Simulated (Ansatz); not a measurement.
The cell is COD entry 9008564, as deposited and not checked against the literature; nothing was relaxed. The listed cell was then made from it by scaling, straining or moving an atom.

C: DFT, PBE, all-electron PAW with datasets made for the crystal, scalar-relativistic (Ansatz 0.2.0). What sets it apart from a plain run of this crystal: equal xy, yz and zx engineering shear strains of +2 %.

Command: `ansatz run input.yaml --threads 1 --pin off --max-ram 3072MiB --backend cpu --events-out ev --progress --plain --runs-dir out` The run took 17 s on 1 thread of Intel(R) Xeon(R) 6975P-C (Granite Rapids), with other jobs on the host, peak memory 0.74 GiB.

```yaml
crystal:
  lattice:
    - [0.035668, 1.801234, 1.801234]
    - [1.801234, 0.035668, 1.801234]
    - [1.801234, 1.801234, 0.035668]
  atoms:
    - { symbol: C, position: [0.5, 0.5, 0.5] }
    - { symbol: C, position: [0.75, 0.75, 0.75] }
kpoints:
  mp_grid: { grid: [20, 20, 20] }
scf:
  occupations: { method: fermi_dirac, width: 0.08 }
hamiltonian:
  xc: pbe
  pseudopotentials: { kind: all_electron, datasets: crystal }
output:
  forces: true
  stress: true
  eigenvalues: true
  efg: { contact_densities: true }
```

Output (standing set-up lines are left out):

```
hamiltonian.pseudopotentials.datasets: crystal makes datasets for this crystal and solves the spheres of its atoms anew in each pass: cutoff 560.0 eV, the density's 2240.0 eV; for an error of 0.50 meV an atom under PBE, 1.0 meV for the cell; an energy difference from a run of another recipe may be off by several times the error for the cell, under r2SCAN by more, where some 0.1 meV an atom stays at smaller errors; C in spheres of 0.762 Å, 4 of its electrons in bands
Pseudopotential: C, paw, valence charge 4, recommended cutoff 560 eV (normal), Koelling and Harmon's equation, gaussian nucleus
Crystal: 2 atoms, lattice volume = 11.341 Å³
Basis set: ecut = 560 eV, 333 PW (Γ), exchange–correlation on 40×40×40 points (8 copies of the dense FFT grid, shifted against one another)
Symmetry: 12 space group operations
Space group: R-3m (ITA 166), of the structure as read, at distance tolerance 2.2e-5 Å
k-points: 781 of 8000
PAW one-centre angular grid: C, 110 points (default); XC on its mesh's 1879 points in the sphere
iter 1 solved again at ethr=2.04e-2 eV; its pass at ethr=1.00e-1 eV (dr2=1.64e0 eV) is discarded
SCF iter   1: F=—  HF=-2073.871489 eV  |F-HF|=—  |Δ(HF+E_count)|=         —  Δρ=1.47e-1  dr2=1.68e0  ethr=2.04e-2  ⟨swp⟩=2.0  Hψ=37826  notcnv=0
preconditioner: auto → none  [insulator: Δε(μ)=4.677 eV  Ē_g=19.703 eV  σ=0.080 eV  W_gap=1.00  n_scr=0 (ndim 8)  ℏωp=31.2 eV  f_vac=0.000  D(μ)=0.00/eV (n_scr^D=0)  ε∞_Penn≈3.5]
SCF iter   2: F=—  HF=-2073.454380 eV  |F-HF|=—  |Δ(HF+E_count)|=   4.17e-1  Δρ=5.87e-2  dr2=2.34e-1  ethr=2.04e-2  ⟨swp⟩=2.6  Hψ=12993  notcnv=0
iter 3 solved again at ethr=9.91e-6 eV; its pass at ethr=2.92e-3 eV (dr2=7.92e-4 eV) is discarded
SCF iter   3: F=—  HF=-2073.443386 eV  |F-HF|=—  |Δ(HF+E_count)|=   1.10e-2  Δρ=5.20e-3  dr2=8.52e-4  ethr=9.91e-6  ⟨swp⟩=3.0  Hψ=33533  notcnv=0
SCF iter   4: F=—  HF=-2073.444620 eV  |F-HF|=—  |Δ(HF+E_count)|=   1.23e-3  Δρ=1.47e-3  dr2=6.54e-5  ethr=9.91e-6  ⟨swp⟩=2.0  Hψ=9388  notcnv=0
SCF iter   5: F=—  HF=-2073.444807 eV  |F-HF|=—  |Δ(HF+E_count)|=   1.87e-4  Δρ=1.16e-4  dr2=3.34e-7  ethr=8.17e-7  ⟨swp⟩=3.0  Hψ=16864  notcnv=0
SCF iter   6: F=-2073.444795 eV  HF=-2073.444795 eV  |F-HF|=5.83e-8  |Δ(HF+E_count)|=   1.19e-5  Δρ=3.49e-5  dr2=9.12e-9  ethr=4.17e-9  ⟨swp⟩=3.0  Hψ=12499  notcnv=0
SCF 1 converged in 6 iterations: F = -2073.444795 eV  dr2 = 9.12e-9
  Residual-converged pass: ⟨swp⟩=3.1  Hψ=11328  notcnv=0  max |occ|·‖R‖ = 5.3e-6 eV (tolerance 5.3e-6 eV)  dr2=9.09e-9  dr2_onsite=2.30e-9  max |Δocc| = 8.9e-16
  greatest PAW one-centre occupation: 0.340 electrons in one spin orbital (limit 2), on the C atom at site 1 (counted from 0), in its partial waves of l = 0
SCF converged after 6 iterations
Free energy (F): -2073.444795 eV
Harris-Foulkes:  -2073.444795 eV  (|F-HF|=5.83e-8)
Internal energy: -2073.444795 eV  (E = F + TS)
E sigma→0 (E₀):  -2073.444795 eV
Past the cutoff: the bands carry plane waves up to 1.75 times it, of which those up to 1.5 times it add -0.000165 eV an atom, each by itself; the spheres take 0.000099 eV an atom off the energy for waves past 1.75 times it
By the cutoff:   a pressure is off by up to 0.007 GPa (1.2 times the spheres' own share and the shells' term, over an atom's volume, and 0.004 GPa: a bound that held against runs at twice the plane waves)
Past the cutoffs: a stress includes 0.0019 GPa for waves and charges beyond them, in addition to the slope of what the spheres take
In the spheres:  the bands' charges fall short by 1.1e-6 e at most (sound up to 1e-3)
Fermi energy:    15.661263 eV
--- Per-component energies (eV) ---
  The terms above E_closure are by the made datasets' own strengths, without shells solved beside the bands.
--- Forces (eV/Å), atoms counted from 1 ---
  atom   1  C      0.02891776     0.02891776     0.02891776
  atom   2  C     -0.02891776    -0.02891776    -0.02891776
  max |Σ_I F_I| component: 1.73e-17 eV/Å
--- Stress (GPa, compression-positive) ---
        2.356275     -11.084565     -11.084565
      -11.084565       2.356275     -11.084565
      -11.084565     -11.084565       2.356275
  P = ⅓ Tr σ = 2.3563 GPa (23.563 kbar)
--- PAW observables at the nuclei: V_zz in 10²¹ V/m², potentials from the cell's mean, atoms counted from 1 ---
  atom   1  C  V_zz =    +0.410367   η = 0.0000   by run symmetry: allowed
            electrostatic potential = -419.228424 V   contact ρ = 866.463480 e/Å³
  atom   2  C  V_zz =    +0.410367   η = 0.0000   by run symmetry: allowed
            electrostatic potential = -419.228424 V   contact ρ = 866.463480 e/Å³
--- Band table (eV; the first three rows and the last of 781) ---
  k-point 0: bands = ["-7.8444", "13.6007", "13.6437", "13.6437", "18.5770", "19.5364"]
  k-point 1: bands = ["-7.7742", "13.1789", "13.4727", "13.5157", "18.7636", "19.7004"]
  k-point 2: bands = ["-7.5638", "12.0259", "13.1337", "13.1807", "19.2303", "20.1319"]
  k-point 780: bands = ["-2.4866", "0.2926", "11.1025", "11.1025", "22.2720", "22.2720"]
```
